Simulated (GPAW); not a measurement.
# TaN (P-6m2) in GPAW: notebook, part 2 of 2

GPAW 26.7.0. The steps go on from the part before.

## 3. Band structure, LDA

Contents of run.py:

```python
from ase import Atoms
from ase.dft.bandgap import bandgap
from ase.io import write
from ase.units import GPa
from gpaw import GPAW, PW

atoms = Atoms(['Ta', 'N'],
              cell=[[2.938, 0.0, 0.0],
                    [-1.469, 2.5443826363, 0.0],
                    [0.0, 0.0, 2.883]],
              scaled_positions=[[0.0, 0.0, 0.5],
                                [0.6666666667, 0.3333333333, 0.0]],
              pbc=True)

calc = GPAW(mode=PW(800),
            xc='LDA',
            kpts={'size': (8, 8, 7), 'gamma': True},
            occupations={'name': 'fermi-dirac', 'width': 0.05},
            nbands=19,
            convergence={'density': 1e-05, 'energy': 1e-05},
            maxiter=150,
            txt='gpaw.txt')
atoms.calc = calc
energy = atoms.get_potential_energy()
forces = atoms.get_forces()
stress = atoms.get_stress()
calc.write('gs.gpw')
write('result.traj', atoms)
print(f'Energy: {energy:.6f} eV')
print('Forces (eV/A):')
print(forces.round(4))
print('Stress (GPa):', (stress / GPa).round(3))
print('Fermi level:', round(calc.get_fermi_level(), 4), 'eV')
print(f'Gap: {bandgap(calc)[0]:.4f} eV, direct: {bandgap(calc, direct=True)[0]:.4f} eV')

path = atoms.cell.bandpath('GMKGALHA,LM,KH', npoints=100, eps=1e-4)
bs_calc = calc.fixed_density(kpts=path, symmetry='off', nbands=28,
                             convergence={'bands': 'CBM+6.0', 'eigenstates': 1e-6}, txt='bands.txt')
bs = bs_calc.band_structure()
bs.write('bs.json')
print(f'Gap on the path: {bandgap(bs_calc)[0]:.4f} eV')
```

Potentials or basis: the program's PAW data sets (release 1.2.1) made for this functional, pw.

The run is started by

```bash
$ OMP_NUM_THREADS=1 python run.py
```

gpaw.txt:

```text
__  _  _
 | _ |_)|_||  |
 |__||  | ||/\| - 26.7.0

Input parameters:
  mode=PW(ecut=800.0),
  convergence={'density': 1e-05, 'energy': 1e-05},
  kpts=MonkhorstPack(size=(8, 8, 7), gamma=True),
  maxiter=150,
  nbands=19,
  occupations=Occupations(name='fermi-dirac', width=0.05),
  xc=XC(name='LDA')

Diagonalizing LCAO Hamiltonian
Converting LCAO to pw mode

       Ta

           N

Atoms  # Å, Bohr magnetons
|   | symbol |        x |        y |        z |    initial magnetic moments |
|---|--------|----------|----------|----------|-----------------------------|
| 0 |     Ta | 0.000000 | 0.000000 | 1.441500 | ( 0.0000,  0.0000,  0.0000) |
| 1 |      N | 1.469000 | 0.848128 | 0.000000 | ( 0.0000,  0.0000,  0.0000) |

Unit cell  # Å
| periodic |         x |        y |        z |  lengths |     angles |
|----------|-----------|----------|----------|----------|------------|
|      yes |  2.938000 | 0.000000 | 0.000000 | 2.938000 |  90.000000 |
|      yes | -1.469000 | 2.544383 | 0.000000 | 2.938000 |  90.000000 |
|      yes |  0.000000 | 0.000000 | 2.883000 | 2.883000 | 120.000000 |

Number of symmetries: 12
Symmetry operations  # r_c * U_cc + t_c -> r_c
|    | kind |            matrix            |
|----|------|------------------------------|
|  0 |  σ   |  1, 1, 0,  0,-1, 0,  0, 0, 1 |
|  1 |  C2  |  1, 1, 0,  0,-1, 0,  0, 0,-1 |
|  2 |  E   |  1, 0, 0,  0, 1, 0,  0, 0, 1 |
|  3 |  σ   |  1, 0, 0,  0, 1, 0,  0, 0,-1 |
|  4 |  C3  |  0, 1, 0, -1,-1, 0,  0, 0, 1 |
|  5 |  S3  |  0, 1, 0, -1,-1, 0,  0, 0,-1 |
|  6 |  σ   |  0,-1, 0, -1, 0, 0,  0, 0, 1 |
|  7 |  C2  |  0,-1, 0, -1, 0, 0,  0, 0,-1 |
|  8 |  σ   | -1, 0, 0,  1, 1, 0,  0, 0, 1 |
|  9 |  C2  | -1, 0, 0,  1, 1, 0,  0, 0,-1 |
| 10 |  C3  | -1,-1, 0,  1, 0, 0,  0, 0, 1 |
| 11 |  S3  | -1,-1, 0,  1, 0, 0,  0, 0,-1 |

BZ-sampling:
  Number of BZ points: 448
  Number of IBZ points: 40

  Monkhorst-Pack size: [8, 8, 7]
  Monkhorst-Pack shift: [0.0625, 0.0625, 0.0]

K-points  # in reciprocal-cell coordinates
|     |                                coordinates |     weight |
|-----|--------------------------------------------|------------|
|   0 | (  0.00000000,   0.00000000,   0.00000000) | 0.00223214 |
|   1 | (  0.00000000,   0.00000000,   0.14285714) | 0.00446429 |
|   2 | (  0.00000000,   0.00000000,   0.28571429) | 0.00446429 |
|   3 | (  0.00000000,   0.00000000,   0.42857143) | 0.00446429 |
|   4 | (  0.12500000,   0.00000000,   0.00000000) | 0.01339286 |
|   5 | (  0.12500000,   0.00000000,   0.14285714) | 0.02678571 |
|   6 | (  0.12500000,   0.00000000,   0.28571429) | 0.02678571 |
|   7 | (  0.12500000,   0.00000000,   0.42857143) | 0.02678571 |
|   8 | (  0.25000000,  -0.12500000,   0.00000000) | 0.01339286 |
|   9 | (  0.25000000,  -0.12500000,   0.14285714) | 0.02678571 |
| ... |                                            |            |
|  39 | (  0.50000000,   0.50000000,   0.42857143) | 0.01339286 |

Plane wave coefficients: 1129
Cutoff: 800.0 eV

Spin-components: 1 (collinear spins)
Bands:           19
Projectors:      11
Spin-degeneracy: 2
Datatype:        complex128

Parallelization:
  kpt:    1
  domain: 1
  band:   1

Density:
  Valence electrons: 18.0
  Components: 1
  Grid points: [20 20 20]
  Charge: 0.0  # |e|

Potential:
  Grid points: [20 20 20]

species:
  Ta:
    name:    Tantalum
    Z:       73.0
    valence: 13
    core:    60
    charge:  0.0  # [|e|]
    compensation charges:
      type: gauss
      rc: 0.42  # [Å]
      lmax: 2
    cutoffs:
      filter: 2.36  # [Å]
      core: 3.45  # [Å]
    projectors
    | kind |    occ | energy [eV] | rcut [Å] |
    |------|--------|-------------|----------|
    |   5s |  2.000 |     -72.979 |    1.365 |
    |   6s |  2.000 |      -5.599 |    1.365 |
    |   5p |  6.000 |     -39.590 |    1.349 |
    |   6p |  0.000 |      -1.483 |    1.349 |
    |   5d |  3.000 |      -3.794 |    1.307 |
    |    d |        |      23.417 |    1.307 |

    Using partial waves for Ta as LCAO basis

  N:
    name:    Nitrogen
    Z:       7.0
    valence: 5
    core:    2
    charge:  0.0  # [|e|]
    compensation charges:
      type: gauss
      rc: 0.18  # [Å]
      lmax: 2
    cutoffs:
      filter: 1.11  # [Å]
      core: 0.96  # [Å]
    projectors
    | kind |    occ | energy [eV] | rcut [Å] |
    |------|--------|-------------|----------|
    |   2s |  2.000 |     -18.420 |    0.603 |
    |   2p |  3.000 |      -7.237 |    0.529 |
    |    s |        |       8.791 |    0.603 |
    |    p |        |      19.974 |    0.529 |
    |    d |        |       0.000 |    0.577 |

    Using partial waves for N as LCAO basis

Reference energy: -425393.194025  # eV

eigensolver:
  PPCG
  Converge bands: occupied
  niter=2

density mixing:
  MSR1-Mixer
  Pratt-step length: 0.05
  Maximum mixing coefficient: 0.75
  Old densities: 10
  SVD Regularization: 0.005
  Good broyden scale: 1.0
  Trust region scale: 1.0
  Backstep threshold: 4.0
  History deletion threshold: 6.0
  Fourier metric: weight=20.0, sigma=0.015

occupation numbers:
  Fermi-Dirac:
    width: 0.0500  # eV

poisson solver:
  ecut: 6400.0  # eV

xc functional:
  name: None

convergence criteria:
- Maximum integral of absolute [dens]ity change: 1e-05 electrons / valence electron
- Maximum [total energy] change in last 3 cyles: 1e-05 eV / valence electron
- Maximum integral of absolute [eigenst]ate change: 4e-08 eV^2 / valence electron
maximum number of iterations: 150

SCF iterations
|iter     | |      energy | eigst |  dens |
|---------|-|-------------|-------|-------|
|iter:   1| |  -24.250822 | -0.04 |       |
|iter:   2| |  -23.838420 | -2.47 | -0.97 |
|iter:   3| |  -22.931790 | -1.73 | -1.03 |
|iter:   4| |  -22.929402 | -3.16 | -1.64 |
|iter:   5| |  -22.932284 | -3.52 | -1.86 |
|iter:   6| |  -22.932251 | -4.90 | -2.77 |
|iter:   7| |  -22.932254c| -6.83 | -3.68 |
|iter:   8| |  -22.932254c| -7.95c| -4.10 |
|iter:   9| |  -22.932254c| -8.23c| -5.00c|

Converged in 9 steps
Energy contributions relative to reference atoms: (reference = -425393.194025)

Energy contributions:
  Kinetic:          17.511393
  Coulomb:         -18.989613
  Zero:             -0.165792
  External:          0.000000
  Xc:              -21.288104
  Entropy:          -0.000275
  Spinorbit:         0.000000
  ----------------------------
  Free energy:     -22.932392
  Extrapolated:    -22.932254

dipole moment: (-4.723065, -9.473302, -7.146098)  # |e|*Ang

Fermi level: 13.903
Eigenvalues  # (at kpt = [0.000, 0.000, 0.000])
| band index |      eig [eV] | occ [0-2] |
|------------|---------------|-----------|
|          0 |       -54.449 |     2.000 |
|          1 |       -20.999 |     2.000 |
|          2 |       -20.730 |     2.000 |
|          3 |       -20.730 |     2.000 |
|          4 |        -3.716 |     2.000 |
|          5 |         9.271 |     2.000 |
[... 9 lines left out ...]
|         15 |        30.092 |     0.000 |
|         16 |        30.092 |     0.000 |
|        ... |               |           |
|         18 |        37.093 |     0.000 |

No gap
No difference between direct/indirect transitions

Forces  # eV/Ang
|        x |       y |       z |
|----------|---------|---------|
| -0.00000 | 0.00000 | 0.00000 |  # Ta   0
| -0.00000 | 0.00000 | 0.00000 |  # N    1

Stress tensor  # eV/Ang^3
|        x |        y |        z |
|----------|----------|----------|
| 0.076243 | 0.000000 | 0.000000 |
| 0.000000 | 0.076243 | 0.000000 |
| 0.000000 | 0.000000 | 0.091039 |

# Writing to gs.gpw (mode='')
```

It took 45 s on 1 thread of Intel Xeon Platinum 8375C at 2.90GHz (Ice Lake), shared host; peak memory 0.25 GiB.

What came out:

- Free energy: -22.9324 eV
- Pressure: -13.0 GPa
- Band gap along the path: none (metal or under the smearing width)

Levels at the corners of the path, in eV from the Fermi level:
```tsv
point	band 6	band 7	band 8	band 9	band 10	band 11	band 12	band 13
Γ	-4.63	-4.63	-4.26	-3.00	2.25	3.47	3.47	3.81
M	-8.33	-5.28	-3.55	-3.25	2.83	3.92	5.05	5.16
K	-7.63	-5.77	-5.25	0.05	0.91	1.46	2.40	7.37
Γ	-4.63	-4.63	-4.26	-3.00	2.25	3.47	3.47	3.81
A	-9.39	-3.84	-3.84	-0.20	-0.20	2.33	3.16	3.16
L	-7.38	-6.24	-5.77	-0.39	4.07	5.21	5.93	6.91
H	-8.30	-6.61	-3.95	-0.42	4.35	4.93	6.57	7.40
A	-9.39	-3.84	-3.84	-0.20	-0.20	2.33	3.16	3.16
L	-7.38	-6.24	-5.77	-0.39	4.07	5.21	5.93	6.91
M	-8.33	-5.28	-3.55	-3.25	2.83	3.92	5.05	5.16
K	-7.63	-5.77	-5.25	0.05	0.91	1.46	2.40	7.37
H	-8.30	-6.61	-3.95	-0.42	4.35	4.93	6.57	7.40
```

Caveat: spin-orbit coupling is left out, which moves the levels of the heavy elements.

## 4. Single point, PBEsol, 10.78 Å³/atom

Contents of run.py:

```python
from ase import Atoms
from ase.dft.bandgap import bandgap
from ase.io import write
from ase.units import GPa
from gpaw import GPAW, PW, setup_paths

setup_paths.insert(0, '.')

atoms = Atoms(['Ta', 'N'],
              cell=[[2.82048, 0.0, 0.0],
                    [-1.41024, 2.4426073308, 0.0],
                    [0.0, 0.0, 3.1282552083]],
              scaled_positions=[[0.0, 0.0, 0.5],
                                [0.6666666667, 0.3333333333, 0.0]],
              pbc=True)

calc = GPAW(mode=PW(800),
            xc='PBEsol',
            kpts={'size': (10, 10, 9), 'gamma': True},
            occupations={'name': 'fermi-dirac', 'width': 0.05},
            nbands=19,
            convergence={'density': 1e-05, 'energy': 1e-05},
            maxiter=150,
            txt='gpaw.txt')
atoms.calc = calc
energy = atoms.get_potential_energy()
forces = atoms.get_forces()
stress = atoms.get_stress()
calc.write('gs.gpw')
write('result.traj', atoms)
print(f'Energy: {energy:.6f} eV')
print('Forces (eV/A):')
print(forces.round(4))
print('Stress (GPa):', (stress / GPa).round(3))
print('Fermi level:', round(calc.get_fermi_level(), 4), 'eV')
print(f'Gap: {bandgap(calc)[0]:.4f} eV, direct: {bandgap(calc, direct=True)[0]:.4f} eV')
```

Potentials or basis: PAW data sets generated in the run's folder for this functional, pw.

The run is started by

```bash
$ gpaw-setup -f PBEsol N Ta
$ OMP_NUM_THREADS=1 python run.py
```

It took 17 s on 1 thread of Intel Xeon 6975P-C (Granite Rapids), shared host; peak memory 0.17 GiB.

Results (log left out):

| Property | Result |
| --- | --- |
| Free energy | -21.5031 eV |
| Pressure | -5.3 GPa |
| Band gap on the k mesh | none (metal or under the smearing width) |

Caveat: the density grid can change from cell to cell, which puts small steps into energies and stress.

## 5. The reference run

An earlier run on the cell as given: functional PBEsol; potentials or basis PAW data sets generated in the run's folder for this functional; cutoff 800 eV; basis pw; k mesh 10 × 10 × 9; occupations fermi-dirac, width 0.05 eV; no spin polarisation.

* Pressure: -5.0 GPa
* Band gap on the k mesh: none (metal or under the smearing width)

## 6. Overview

| task | level | potentials or basis | k mesh | band path | band points | pressure (GPa) |
| --- | --- | --- | --- | --- | --- | --- |
| band structure | PBEsol | PAW data sets generated in the run's folder for this functional, pw | 8 × 8 × 7 | GMKGALHA,LM,KH | 100 | -5.0 |
| band structure | LDA | the program's PAW data sets (release 1.2.1) made for this functional, pw | 8 × 8 × 7 | GMKGALHA,LM,KH | 100 | -13.0 |
| single point | PBEsol | PAW data sets generated in the run's folder for this functional, pw | 10 × 10 × 9 | - | - | -5.0 |

Alike in all rows: no spin polarisation; cell as given; cutoff (eV) 800; smearing fermi-dirac 0.05 eV.

Caveats: spin-orbit coupling is left out, which moves the levels of the heavy elements (some runs).

Total energies depend on the potentials used, so only differences within one code and one set of settings carry meaning.
